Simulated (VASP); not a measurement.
# La2O: single point with PBE

The system is La2O.

```xyz
3
Lattice="4.6707 0.0000 0.0000 -2.3354 4.0450 0.0000 0.0000 0.0000 3.4371" Properties=species:S:1:pos:R:3 pbc="T T T"
La    0.0000    2.6967    1.5467
La    2.3354    1.3483    1.8904
O     0.0000    0.0000    0.0000
```

The cell was built by a generator and needn't be a form met in nature.

The cell isn't the ideal one: species swapped into the LaHg2 type (P-3m1, No. 164).

```json
{
  "Program": "VASP 6.6.1",
  "Task": "single point",
  "Functional": "PBE",
  "Potentials or basis": "VASP PAW PBE potentials, release 64 (La, O)",
  "Cutoff": "520 eV",
  "k mesh": "6 × 6 × 6",
  "Occupations": "gaussian, width 0.1 eV",
  "Spin": "no spin polarisation"
}
```

The pressure is 4.6 GPa. The largest force is 1.516 eV/Å and the band gap on the k mesh is none (metal or under the smearing width).

Forces on the atoms (eV/Å):
```
La   0.000  0.000 -1.516
La   0.000  0.000  1.516
O    0.000  0.000  0.000
```

Stress tensor (GPa, compression positive):
```
11.67  0.00  0.00
 0.00 11.67  0.00
 0.00  0.00 -9.48
```

Levels at points of the mesh, in eV from the Fermi level:
```csv
k point,band 12,band 13,band 14,band 15,band 16,band 17
"(0.00, 0.00, 0.00)",-2.09,-1.96,0.79,1.07,1.07,1.26
"(0.50, 0.00, 0.00)",-2.36,-1.25,-0.54,-0.51,0.14,0.93
"(0.00, 0.00, 0.50)",-3.29,-1.80,-1.80,1.31,1.32,1.84
"(0.50, 0.00, 0.50)",-2.88,-0.76,-0.35,-0.32,0.29,1.61
```

Run time: 60 s on 1 thread of Intel(R) Xeon(R) Platinum 8488C (Sapphire Rapids) (shared host), peak memory 0.21 GiB.

Caveat: forces of over 1 eV/Å show positions far from the minimum, so gaps and moduli don't describe the material at rest. Spin-orbit coupling is left out, which matters for the levels of La.
